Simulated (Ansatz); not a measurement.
# Phases of HfSi at 11 GPa

Structure types of HfSi are relaxed in primitive cells with their symmetry kept at 11 GPa, on PAW files; LAPW relaxes the small cells further and takes the PAW cell for the others (marked *). The enthalpy is E + pV at zero temperature, without zero-point motion. Only the types listed were tried, and differences under about 5 meV/atom are mesh noise. The real phase may be another.

Level of theory: DFT with PBE, scalar-relativistic, in Ansatz 0.2.0; Fermi–Dirac smearing of 0.1 eV, no spin polarisation. LAPW: all electrons, basis error target 0.5 meV/atom; PAW: frozen-core files, cutoff 420 eV.

k meshes: rocksalt 13×13×13, CsCl 13×13×13, zincblende 11×11×11, anti NiAs 10×10×6, wurtzite 9×9×5.

Spin–orbit coupling is left out, which matters for the heavy atoms.

```tsv
start type	ends as	a, b, c (Å)	V (Å³/atom)	H − H(lowest), LAPW (meV/atom)
rocksalt	rocksalt, Fm-3m	5.213, 5.213, 5.213	17.71	112.7
CsCl	CsCl, Pm-3m	3.206, 3.206, 3.206	16.48	?
zincblende	zincblende, F-43m	5.786, 5.786, 5.786	24.22	1695.5
anti NiAs*	anti NiAs, P6_3/mmc	3.931, 3.931, 5.228	17.49	0.0
wurtzite*	flat h-MgO, P6_3/mmc	4.422, 4.422, 5.104	21.61	?
```

Question: Fill in "H − H(lowest), LAPW (meV/atom)" for the row "wurtzite*".

Answer: 815.3.

Question: Give the missing entry: row "CsCl", column "H − H(lowest), LAPW (meV/atom)".

Answer: 339.6.

Question: Split the lead of anti NiAs over rocksalt into energy and pV.

Answer: For rocksalt less anti NiAs: ΔE = +97.6 meV/atom, and p·ΔV = 11 GPa × +0.2193 Å³ × 6.242 meV/(GPa·Å³) = +15.1 meV/atom, together 112.7 meV/atom. anti NiAs wins on both counts.
